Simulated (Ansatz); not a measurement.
## MgS (Niningerite): band structure with PBEsol

Crystal: MgS (Niningerite).

```
S Mg
1.0
     0.00000    2.60165    2.60165
     2.60165    0.00000    2.60165
     2.60165    2.60165    0.00000
S Mg
1 1
Direct
  0.50000 0.50000 0.50000
  0.00000 0.00000 0.00000
```

- Program: Ansatz 0.2.0
- Task: band structure
- Functional: PBEsol
- Potentials or basis: all-electron LAPW, scalar-relativistic
- Cutoff: 184 eV (chosen from the basis error)
- Basis error allowed: 0.001 eV/atom
- k mesh: 9 × 9 × 9
- Occupations: fermi-dirac, width 0.05 eV
- Spin: no spin polarisation

| Item | Value |
| --- | --- |
| Pressure | -1.0 GPa |
| Band gap on the k mesh | 2.83 eV, indirect (least direct gap 3.59 eV) |
| Band gap along the path | 2.70 eV, indirect (least direct gap 3.59 eV) |

Levels at the corners of the path, in eV from the valence-band top:
| point | band 10 | band 11 | band 12 | band 13 | band 14 | band 15 |
| --- | --- | --- | --- | --- | --- | --- |
| Γ | 0.00 | 0.00 | 0.00 | 3.59 | 7.81 | 7.81 |
| X | -4.25 | -1.70 | -1.70 | 2.70 | 4.23 | 11.87 |
| W | -3.28 | -3.28 | -2.39 | 5.20 | 7.81 | 7.81 |
| K | -3.75 | -3.23 | -1.38 | 3.81 | 6.58 | 9.59 |
| Γ | 0.00 | 0.00 | 0.00 | 3.59 | 7.81 | 7.81 |
| L | -4.89 | -0.60 | -0.60 | 4.39 | 6.79 | 6.79 |
| U | -3.75 | -3.23 | -1.38 | 3.81 | 6.58 | 9.59 |
| W | -3.28 | -3.28 | -2.39 | 5.20 | 7.81 | 7.81 |

Run time: 6.9 s on 1 thread of Arm Neoverse V1 (shared host), peak memory 0.24 GiB.

Caveat: the mesh misses the band edges, which the band path finds closer together. PBEsol gaps usually lie below the measured ones, often by a third to a half.
